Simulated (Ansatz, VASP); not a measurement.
## Cross-check of Si14C9O13 (amorphous SiO2 against SiC(0001), 9.1 A) between VASP and Ansatz

Aim: how closely do two programs agree when they are given the same cell, functional and k mesh? The cell is taken from a series of runs on this material, whose earlier steps may have relaxed, scaled, displaced or heated it; both programs get it as it stands.

Main program and level: Ansatz 0.2.0; plane waves, with VASP 6.6.1 beside it; single point at PBE.

## (1) The starting structure

The cell holds 144 atoms: 56 Si, 36 C and 52 O. Its edges and angles: a = 9.270 Å, b = 10.704 Å, c = 17.757 Å, α = 90.0°, β = 90.0°, γ = 90.0°. It derives from SiC (6 planes of 4H-SiC(0001)). A slab of 6 planes of 4H-SiC(0001) (starting lattice constant a = 3.09 A, c = 10.11 A), 9.27 x 10.70 A in plane. 72 atoms (20 Si, 52 O) packed at random between the slab and its periodic image at 2.2 g/cm^3 (a layer of 10.6 A) and pushed apart as soft spheres. Langevin MD at fixed cell with the MACE-MP-0b2 small potential (Batatia et al., arXiv:2401.00096), steps of 1.5 fs: 0.63 ps at 3200 K with the crystal held, 3200 to 1100 K in 1.8 ps with the crystal held, 1100 to 300 K in 0.9 ps with its inner planes held; soft walls kept the melt out of the crystal while it was held. Then all atoms and the cell's height relaxed. The structure's axis is c.

## (2) VASP: single point, PBE

A single point gives forces, pressure and levels at one fixed geometry, so differences don't come from the geometry; what else differs is listed under the comparison.

Lines of VASP's logs that name or quote its potential files are left out, and so is its time.

File INCAR:

```
SYSTEM = Si14C9O13
PREC = Accurate
ENCUT = 520
EDIFF = 1E-06
NELM = 120
ISMEAR = -1
SIGMA = 0.025
LREAL = Auto
ALGO = Normal
GGA = PE
NBANDS = 440
LORBIT = 11
LWAVE = .FALSE.
LCHARG = .FALSE.
ISIF = 2
LASPH = .TRUE.
GGA_COMPAT = .FALSE.
```

File POSCAR:

```
Si14C9O13
1.0
    9.2700000000      0.0000000000      0.0000000000
    0.0000000000     10.7040700000      0.0000000000
    0.0000000000      0.0000000000     17.7572600000
Si C O
56 36 52
Direct
    0.9947100000      0.9928800000      0.0334100000
    0.0063700000      0.9980400000      0.3237800000
    0.0041100000      0.1646700000      0.1806800000
    0.1718800000      0.2449700000      0.0372200000
    0.1710300000      0.2391900000      0.3225800000
    0.1719900000      0.4143300000      0.1812400000
    0.9989200000      0.4983900000      0.0381400000
    0.0014700000      0.4937700000      0.3221100000
    0.0047400000      0.6663500000      0.1832400000
    0.1735900000      0.7460900000      0.0419500000
    0.1701100000      0.7574200000      0.3247700000
    0.1720400000      0.9168600000      0.1813500000
    0.3369400000      0.9998800000      0.0413800000
    0.3425400000      0.0003200000      0.3236700000
    0.3410200000      0.1670100000      0.1818400000
    0.5118100000      0.2559700000      0.0420900000
    0.5118100000      0.2475700000      0.3277700000
    0.5037500000      0.4157600000      0.1886000000
    0.3379900000      0.5045000000      0.0390500000
    0.3208000000      0.4811100000      0.3337200000
    0.3386900000      0.6632300000      0.1894600000
    0.5003500000      0.7514600000      0.0473100000
    0.5096300000      0.7576400000      0.3261200000
    0.5046700000      0.9162600000      0.1841500000
    0.6655500000      0.9998800000      0.0368600000
    0.6867100000      0.0012400000      0.3217100000
    0.6726500000      0.1654500000      0.1849400000
    0.8354000000      0.2467400000      0.0417800000
    0.8397100000      0.2489200000      0.3296600000
    0.8388300000      0.4146500000      0.1846100000
[... 108 atom lines left out ...]
    0.6474100000      0.0071100000      0.7114600000
    0.6237600000      0.8804800000      0.5867900000
    0.9304000000      0.4238200000      0.4831700000
    0.0682700000      0.3805200000      0.7867800000
    0.3595800000      0.5666700000      0.7082700000
    0.0546100000      0.0032900000      0.5157000000
```

File KPOINTS:

```
Automatic mesh
0
Gamma
1 1 1
0 0 0
```

Potentials, in the order of the species: Si, C and O (PBE family, release 64).

Command:

```
export OMP_NUM_THREADS=3
mpirun -np 1 vasp_gam
```

Numbers of over 12 decimals in the logs are rounded to 6 here.

What it wrote:

```text
[banner, memory and clock lines left out]
running    1 mpi-ranks, on    1 nodes
[...]
Offloading initialized ...    1 GPUs detected
[...]
LDA part: xc-table for (Slater+PW92), standard interpolation
 POSCAR, INCAR and KPOINTS ok, starting setup
[...]
entering main loop
       N       E                     dE             d eps       ncg     rms          rms(c)
DAV:   1     0.541599410445E+04    0.54160E+04   -0.38486E+05   880   0.150E+03
DAV:   2    -0.656464879809E+03   -0.60725E+04   -0.58065E+04  1096   0.342E+02
DAV:   3    -0.118187785743E+04   -0.52541E+03   -0.51888E+03  1048   0.103E+02
DAV:   4    -0.119649120571E+04   -0.14613E+02   -0.14542E+02  1064   0.185E+01
[...]
DAV:  36    -0.105748529716E+04   -0.19030E-05   -0.63412E-06   664   0.339E-03    0.473E-02
DAV:  37    -0.105748529444E+04    0.27246E-05   -0.15718E-05   624   0.227E-03    0.183E-02
DAV:  38    -0.105748529512E+04   -0.68576E-06   -0.13337E-06   624   0.175E-03
   1 F= -.10574853E+04 E0= -.10573976E+04  d E =-.175331E+00
```

From OUTCAR (step 2):

```text
  FREE ENERGIE OF THE ION-ELECTRON SYSTEM (eV)
  ---------------------------------------------------
  free  energy   TOTEN  =     -1057.4852951208 eV

  energy  without entropy=    -1057.3099646190  energy(sigma->0) =    -1057.39762987
```

The run ends at a pressure of 0.85 GPa, with forces up to 1.7 eV/Å.

## (3) Ansatz: single point, PBE

Ansatz runs on its default PAW (the set named soft_2) files.

The same cell, functional, mesh and smearing now go to Ansatz, which takes its cutoff from its data sets.

File input.yaml:

```yaml
crystal:
  lattice:
    - [9.27, 0.0, 0.0]
    - [0.0, 10.70407, 0.0]
    - [0.0, 0.0, 17.75726]
  atoms:
    - { symbol: Si, position: [0.99471, 0.99288, 0.03341] }
    - { symbol: Si, position: [0.00637, 0.99804, 0.32378] }
    - { symbol: Si, position: [0.00411, 0.16467, 0.18068] }
    - { symbol: C, position: [0.00612, 0.99912, 0.21487] }
    - { symbol: C, position: [0.00328, 0.1616, 0.07159] }
    - { symbol: C, position: [0.17405, 0.07357, 0.36186] }
    - { symbol: Si, position: [0.17188, 0.24497, 0.03722] }
    - { symbol: Si, position: [0.17103, 0.23919, 0.32258] }
    - { symbol: Si, position: [0.17199, 0.41433, 0.18124] }
    - { symbol: C, position: [0.17297, 0.24621, 0.21465] }
    - { symbol: C, position: [0.17042, 0.41487, 0.06921] }
    - { symbol: C, position: [0.01079, 0.32951, 0.34745] }
    - { symbol: Si, position: [0.99892, 0.49839, 0.03814] }
    - { symbol: Si, position: [0.00147, 0.49377, 0.32211] }
    - { symbol: Si, position: [0.00474, 0.66635, 0.18324] }
    - { symbol: C, position: [0.00674, 0.50051, 0.21627] }
    - { symbol: C, position: [0.00358, 0.66505, 0.07581] }
    - { symbol: C, position: [0.16212, 0.58583, 0.36968] }
    - { symbol: Si, position: [0.17359, 0.74609, 0.04195] }
    - { symbol: Si, position: [0.17011, 0.75742, 0.32477] }
    - { symbol: Si, position: [0.17204, 0.91686, 0.18135] }
    - { symbol: C, position: [0.17146, 0.74908, 0.21841] }
    - { symbol: C, position: [0.16707, 0.91565, 0.07307] }
    - { symbol: C, position: [0.00782, 0.83529, 0.35591] }
    - { symbol: Si, position: [0.33694, 0.99988, 0.04138] }
    - { symbol: Si, position: [0.34254, 0.00032, 0.32367] }
    - { symbol: Si, position: [0.34102, 0.16701, 0.18184] }
    - { symbol: C, position: [0.33929, 0.00204, 0.21715] }
    - { symbol: C, position: [0.34237, 0.16871, 0.07398] }
    - { symbol: C, position: [0.51852, 0.07632, 0.36197] }
[... 108 atom lines left out ...]
    - { symbol: O, position: [0.64741, 0.00711, 0.71146] }
    - { symbol: O, position: [0.62376, 0.88048, 0.58679] }
    - { symbol: O, position: [0.9304, 0.42382, 0.48317] }
    - { symbol: O, position: [0.06827, 0.38052, 0.78678] }
    - { symbol: O, position: [0.35958, 0.56667, 0.70827] }
    - { symbol: O, position: [0.05461, 0.00329, 0.5157] }
kpoints:
  mp_grid: { grid: [1, 1, 1] }
hamiltonian:
  xc: pbe
scf:
  occupations: { method: fermi_dirac, width: 0.025 }
output:
  forces: true
```

Command:

```
ansatz run input.yaml --threads 4 --pin off --max-ram 8192MiB --backend cpu --events-out ev --progress --plain --runs-dir out
```

What it wrote:

```text
Engine: ansatz 0.2.0, aarch64-unknown-linux-gnu
Pseudopotentials: kind: paw
Pseudopotential: Si, paw, valence charge 4, recommended cutoff 420 eV (normal), Si.paw.azcp
Pseudopotential: C, paw, valence charge 4, recommended cutoff 420 eV (normal), C.paw.azcp
Pseudopotential: O, paw, valence charge 6, recommended cutoff 420 eV (normal), O.paw.azcp
Functional definition: PBE
  parameter kappa = 0.804
  parameter beta = 0.066725
  exchange = pbe_x(kappa = kappa, mu = beta*pi^2/3)
  correlation = pbe_c(beta = beta)
Crystal: 144 atoms, lattice volume = 1761.995 Å³
Basis set: ecut = 420 eV, 34463 PW (Γ), exchange–correlation on 128×144×240 points (8 copies of the dense FFT grid, shifted against one another)
Bands: 484, of which v1, the nominal top of the filled ones, is band 340 counted from 1 (339 counted from 0)
Symmetry: 1 space group operations
Space group: P1 (ITA 1), of the structure as read, at distance tolerance 1.2e-4 Å
k-points: 1
Non-local potential: Si, projectors of the file, l = 0: 2, l = 1: 2, l = 2: 2
Non-local potential: C, projectors of the file, l = 0: 2, l = 1: 2, l = 2: 1
Non-local potential: O, projectors of the file, l = 0: 2, l = 1: 2, l = 2: 1
PAW form: soft (Blöchl's): semilocal exchange-correlation on the pseudo side does not see the compensation charge
PAW one-centre angular grid: Si, 110 points (default); XC on 64 Gauss nodes
PAW one-centre angular grid: C, 110 points (default); XC on 64 Gauss nodes
PAW one-centre angular grid: O, 110 points (default); XC on 64 Gauss nodes
Initial density: superposition of atomic densities (neutral atoms: chi_scale 0, normalization atom), corrected by the library's trained network
Initial wavefunctions: pseudopotential atomic-orbital guess
Functional: x = pbe(κ = 0.804, μ = 0.219515), c = pbe(β = 0.066725)
SCF iter   1: F=—  HF=-74182.762897 eV  |F-HF|=—  |Δ(HF+E_count)|=         —  Δρ=3.40e-2  dr2=6.74e1  ethr=1.77e-3  ⟨swp⟩=7.0  Hψ=2372  notcnv=0  defer=101
preconditioner: auto → LDOS  [metal: Δε(μ)=0.034 eV  Ē_g=13.703 eV  σ=0.025 eV  W_gap=0.32  n_scr=376 (ndim 8)  ℏωp=23.0 eV  f_vac=0.116  D(μ)=39.84/eV (n_scr^D=248)  β→1.0]
SCF iter   2: F=—  HF=-74183.160139 eV  |F-HF|=—  |Δ(HF+E_count)|=   3.97e-1  Δρ=4.03e-2  dr2=1.12e2  ethr=1.77e-3  ⟨swp⟩=3.0  Hψ=909  notcnv=0  defer=132
SCF iter   3: F=—  HF=-74182.343904 eV  |F-HF|=—  |Δ(HF+E_count)|=   8.16e-1  Δρ=2.95e-2  dr2=3.48e1  ethr=1.77e-3  ⟨swp⟩=2.0  Hψ=360  notcnv=0  defer=132
SCF iter   4: F=—  HF=-74181.228676 eV  |F-HF|=—  |Δ(HF+E_count)|=    1.12e0  Δρ=3.51e-2  dr2=5.16e1  ethr=1.77e-3  ⟨swp⟩=2.0  Hψ=768  notcnv=0  defer=126
SCF iter   5: F=—  HF=-74180.602929 eV  |F-HF|=—  |Δ(HF+E_count)|=   6.26e-1  Δρ=1.79e-2  dr2=1.32e1  ethr=1.77e-3  ⟨swp⟩=1.0  Hψ=352  notcnv=0  defer=126
SCF iter   6: F=—  HF=-74180.783562 eV  |F-HF|=—  |Δ(HF+E_count)|=   1.81e-1  Δρ=3.26e-2  dr2=4.52e1  ethr=1.77e-3  ⟨swp⟩=1.0  Hψ=352  notcnv=0  defer=36  recentre
automatic band count: iteration 6 solves 394 bands in place of 484: the levels show a gap, and the empty bands left out lie too high to hold charge; the band table lists the bands solved (type scf.n_extra_bands for more)
SCF iter   7: F=—  HF=-74180.612344 eV  |F-HF|=—  |Δ(HF+E_count)|=   1.71e-1  Δρ=2.90e-2  dr2=3.72e1  ethr=1.77e-3  ⟨swp⟩=1.0  Hψ=454  notcnv=0  defer=41
SCF iter   8: F=—  HF=-74180.505715 eV  |F-HF|=—  |Δ(HF+E_count)|=   1.07e-1  Δρ=1.93e-2  dr2=1.57e1  ethr=1.77e-3  ⟨swp⟩=4.0  Hψ=992  notcnv=0  defer=90
automatic band count: iteration 8 solves 484 bands in place of 394: the levels no longer show a gap clear of their residuals, so the SCF keeps every band
SCF iter   9: F=—  HF=-74180.593204 eV  |F-HF|=—  |Δ(HF+E_count)|=   8.75e-2  Δρ=2.52e-2  dr2=2.80e1  ethr=1.77e-3  ⟨swp⟩=1.0  Hψ=557  notcnv=0  defer=90
SCF iter  10: F=—  HF=-74180.720950 eV  |F-HF|=—  |Δ(HF+E_count)|=   1.28e-1  Δρ=2.90e-2  dr2=3.72e1  ethr=1.77e-3  ⟨swp⟩=1.0  Hψ=352  notcnv=0  defer=90
SCF iter  11: F=—  HF=-74180.525727 eV  |F-HF|=—  |Δ(HF+E_count)|=   1.95e-1  Δρ=2.20e-2  dr2=1.94e1  ethr=1.77e-3  ⟨swp⟩=1.0  Hψ=352  notcnv=0  defer=90
SCF iter  12: F=—  HF=-74180.393905 eV  |F-HF|=—  |Δ(HF+E_count)|=   1.32e-1  Δρ=7.63e-3  dr2=1.22e0  ethr=1.77e-3  ⟨swp⟩=1.0  Hψ=352  notcnv=0  defer=90
SCF iter  13: F=—  HF=-74180.415267 eV  |F-HF|=—  |Δ(HF+E_count)|=   2.14e-2  Δρ=1.24e-2  dr2=2.93e0  ethr=1.79e-4  ⟨swp⟩=1.0  Hψ=557  notcnv=0  defer=132  recentre
SCF iter  14: F=—  HF=-74180.415358 eV  |F-HF|=—  |Δ(HF+E_count)|=   9.12e-5  Δρ=1.28e-2  dr2=5.71e0  ethr=1.79e-4  ⟨swp⟩=1.0  Hψ=352  notcnv=0  defer=132
SCF iter  15: F=—  HF=-74180.393961 eV  |F-HF|=—  |Δ(HF+E_count)|=   2.14e-2  Δρ=8.85e-3  dr2=2.29e0  ethr=1.79e-4  ⟨swp⟩=1.0  Hψ=352  notcnv=0  defer=132
SCF iter  16: F=—  HF=-74180.398165 eV  |F-HF|=—  |Δ(HF+E_count)|=   4.20e-3  Δρ=1.09e-2  dr2=3.36e0  ethr=1.79e-4  ⟨swp⟩=1.0  Hψ=352  notcnv=0  defer=132
[...]
SCF 1 converged in 48 iterations: F = -74180.378481 eV  dr2 = 6.70e-8
  greatest PAW one-centre occupation: 0.886 electrons in one spin orbital (limit 2), on the O atom at site 141 (counted from 0), in its partial waves of l = 0
SCF converged after 48 iterations
Free energy (F): -74180.378481 eV
Harris-Foulkes:  -74180.378481 eV  (|F-HF|=4.85e-8)
Internal energy: -74180.203785 eV  (E = F + TS)
E sigma→0 (E₀):  -74180.291133 eV
Entropy (-TS):   -0.174697 eV (-1.213 meV/atom)
Fermi energy:    5.246193 eV
--- Per-component energies (eV) ---
  E_band       = -1251.432954
  E_kinetic    = 14950.094358
  E_local      = -35047.255645  (includes V_loc(G=0)·N_el)
  E_nonlocal   = 4833.213016
  E_hartree    = 13020.688209
  E_xc         = -8732.092917
  E_vxc        = -9760.720346  (∫ρ·V_xc dr)
  E_paw        = -40535.666560  (= ΣΔE_a)
  E_vpaw       = -2268.272517  (= ΣTr[D̂ρ^β])
  E_aug_tail   = 0.130975  (compensation charges beyond the density's cutoff)
  E_ewald      = -22669.315222
  E_smearing   = -0.174697  (= −TS)
  E_closure    = -0.000000  (closes the sum)
  Σ components = -74180.378481   (vs F -74180.378481, Δ=0.00e0)
--- Forces (eV/Å), atoms counted from 1 ---
  atom   1  Si     0.01072576     0.05129060    -0.70316422
  atom   2  Si     0.17117506    -0.18217019     0.43235960
  atom   3  Si    -0.04486656    -0.08239734    -0.64743732
  atom   4  C     -0.16829393    -0.06605404     0.32622060
  atom   5  C     -0.00815305     0.25933785     0.21126234
  atom   6  C     -0.25630503    -0.11593980    -0.36010429
  atom   7  Si    -0.03988095    -0.40145117    -0.96994850
  atom   8  Si     0.34859710    -0.11613886     0.33628354
  atom   9  Si    -0.26705408    -0.14307654    -0.63242983
  atom  10  C     -0.23783331     0.00358106     0.41767286
  atom  11  C     -0.01472897    -0.05428808     0.32307870
  atom  12  C     -0.30986189     0.15145767    -0.50527061
  atom  13  Si    -0.30796535     0.23688298    -0.90144932
  atom  14  Si    -0.32428614     0.26665162     0.44589190
  atom  15  Si    -0.03551290     0.19525634    -0.76904308
  atom  16  C      0.20145569    -0.21346495     0.23617345
  atom  17  C      0.13327889     0.16222108     0.50050970
  atom  18  C      0.11567771     0.42832331    -0.52568972
  atom  19  Si     0.20188237    -0.13392536    -0.83720046
  atom  20  Si    -0.46030424    -0.76308494     0.42659850
  atom  21  Si    -0.11050982    -0.11671329    -0.66526257
  atom  22  C      0.36412284     0.27829897     0.49259628
  atom  23  C     -0.01951736     0.20090934     0.46750017
  atom  24  C      0.15056475    -0.26069641    -0.39290858
[...]
atom 137  O      0.01301577    -0.05445532    -0.11258200
  atom 138  O      0.09207389     0.01993915    -0.41242464
  atom 139  O     -0.05966352    -0.10602449    -0.15355782
  atom 140  O     -0.04905553     0.00487240    -0.45977835
  atom 141  O      0.08964420     0.09178337    -0.72738442
  atom 142  O      0.00392109    -1.76885185    -1.41761945
  atom 143  O      0.03380318     0.08028098     0.07943973
  atom 144  O      0.33838692    -0.09860290    -0.46746600
  max |Σ_I F_I| component: 3.04e-4 eV/Å
```

The column dr2 measures how far the density is from self-consistency, as an energy; F and HF (Harris–Foulkes) agree once it is small.

## (4) Side by side

Known differences besides the potentials themselves: the cutoff is 420 eV in Ansatz and 520 eV in VASP (PREC = Accurate, projectors in real space). Total energies have different zeros and are not compared.

Forces on 8 of the 144 atoms, those with the largest forces and the largest differences (eV/Å; atoms numbered as in POSCAR):

```csv
atom,"Ansatz x, y, z","VASP x, y, z"
Si4,"-0.040, -0.401, -0.970","-0.048, -0.380, -0.926"
Si13,"-0.190, -0.059, -0.989","-0.173, -0.077, -0.935"
Si19,"0.061, 0.420, -1.061","0.061, 0.393, -0.985"
Si55,"-0.123, 0.081, 1.024","-0.130, 0.050, 0.976"
C65,"0.116, 0.428, -0.526","0.181, 0.368, -0.894"
C77,"0.954, 1.042, 0.575","1.158, 1.145, 0.366"
O122,"-0.066, 1.777, 1.572","-0.012, 1.021, 0.928"
O142,"0.004, -1.769, -1.418","-0.056, -1.012, -0.771"
```

The forces differ by 81 meV/Å r.m.s., which is 23.9 % of the r.m.s. force of 0.341 eV/Å (both taken over all components).

## (5) What came out

```json
{"r.m.s. force difference (single point, PBE)": "24 % of the r.m.s. force"}
```

What this shows: The r.m.s. force difference is 24 % of the r.m.s. force (single point, PBE), beyond the 3 % picked in this series as the mark of a large difference. What causes the difference of the single point, PBE pair stays open here. How closely two codes agree says nothing of how well the functional describes the real material.

[Lines on the potential files, build, host, timing and source positions are cut from VASP's logs without a mark.]

[Logs are printed without paths, hosts, clocks, repeated set-up lines and the standing remarks that a program may print on its own settings, such as how far it seeks lower states.]

[Hosts, paths, dates, database ids (printed as entryN), source tags and the programs' standing remarks are cut or masked in the printed files.]
